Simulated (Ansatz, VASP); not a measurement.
Two plane-wave programs on CuO

Contents of INCAR:

```
SYSTEM = CuO
PREC     = Accurate       ! precision mode
ENCUT    = 520            ! plane-wave cutoff, eV
EDIFF    = 1E-7           ! SCF threshold, eV
ISMEAR   = -1             ! smearing method
SIGMA    = 0.05           ! smearing width, eV
LREAL    = .False.        ! projectors in reciprocal space
LASPH    = .True.         ! aspherical terms in the spheres
NELM     = 150            ! most SCF steps
ALGO     = Normal         ! electronic algorithm
ISIF     = 2              ! what is computed and relaxed
LWAVE    = .False.        ! write WAVECAR
LCHARG   = .True.         ! write CHGCAR
LMAXMIX  = 4              ! l up to which the mixer works
LDAU     = .True.         ! DFT+U
LDAUTYPE = 2            
LDAUL    = 2 -1           ! shell
LDAUU    = 5.3 0          ! U, eV
LDAUJ    = 0 0          
LDAUPRINT= 1            
GGA      = CA             ! functional
LELF     = .True.         ! ELF
LVHAR    = .True.       
NBANDS   = 16             ! bands
```

KPOINTS

```
regular mesh
0
Gamma
  10 10 10
  0 0 0
```

File POSCAR:

```
CuO
1.0
    0.0000000000      2.3272527300      2.3272527300
    2.3272527300      0.0000000000      2.3272527300
    2.3272527300      2.3272527300      0.0000000000
Cu O
1 1
Direct
    0.0000000000      0.0000000000      0.0000000000
    0.2500000000      0.2500000000      0.2500000000
```

The input input.yaml:

```yaml
crystal:
  lattice:
    - [0.0, 2.32725273, 2.32725273]
    - [2.32725273, 0.0, 2.32725273]
    - [2.32725273, 2.32725273, 0.0]
  atoms:
    - { symbol: Cu, position: [0.0, 0.0, 0.0] }
    - { symbol: O, position: [0.25, 0.25, 0.25] }
hamiltonian:
  xc: lda
  pseudopotentials: { kind: paw }
  hubbard: { sites: [{ species: Cu, l: d, u_eff: 5.3 }] }
kpoints:
  mp_grid: { grid: [10, 10, 10] }
  band_path:
    path:
      - [[0.0, 0.0, 0.0], [0.5, 0.0, 0.5], [0.5, 0.25, 0.75], [0.375, 0.375, 0.75], [0.0, 0.0, 0.0], [0.5, 0.5, 0.5], [0.625, 0.25, 0.625], [0.5, 0.25, 0.75], [0.5, 0.5, 0.5], [0.375, 0.375, 0.75]]
      - [[0.625, 0.25, 0.625], [0.5, 0.0, 0.5]]
    npoints: 14
scf:
  occupations: { method: fermi_dirac, width: 0.05 }
  n_extra_bands: 6
output:
  forces: true
  stress: true
  eigenvalues: true
  fatbands: false
  write_density: true
  write_potential: true
  elf: true
  volumetric_format: npy
```

Measurements of this composition are mostly on another form, of space group No. 15.

Alike in both runs: functional LDA; k mesh 10 × 10 × 10; occupations fermi-dirac, width 0.05 eV; no spin polarisation; Hubbard terms Cu d U = 5.3 eV.

|  | VASP | Ansatz |
| --- | --- | --- |
| version | VASP 6.6.1 | Ansatz 0.2.0 |
| potentials or method | VASP PAW LDA potentials, release 64 (Cu, O) | Ansatz PAW |
| plane-wave cutoff (eV) | 520 | 420 |
| valence electrons in the cell | 17 | 25 |
| task | single point | band structure |

Ansatz gave:

| Item | Value |
| --- | --- |
| gap on the k mesh at the Fermi level (eV) | none |
| pressure (GPa) | -17.6 |

Task: What did VASP give for the same quantities?

Result: gap on the k mesh at the Fermi level (eV): none; pressure (GPa): -21.6.

The programs project onto different local orbitals, so the same U acts differently. A gap of «none» marks a metal or a gap that the smearing closes. The two sets of potentials don't hold the same shells in valence.

Caveats: an odd number of electrons without spin polarisation forces a metal; a magnetic or distorted state may lie lower; the run has no spin polarisation, though such a crystal can be magnetic; U without spin polarisation on a metal has little footing; the pressure holds a Pulay correction of +0.8 GPa for the finite cutoff (Ansatz); the PAW data sets come from PBE, with cores solved anew for the run's functional, which leaves a small shift of forces and pressure (Ansatz).
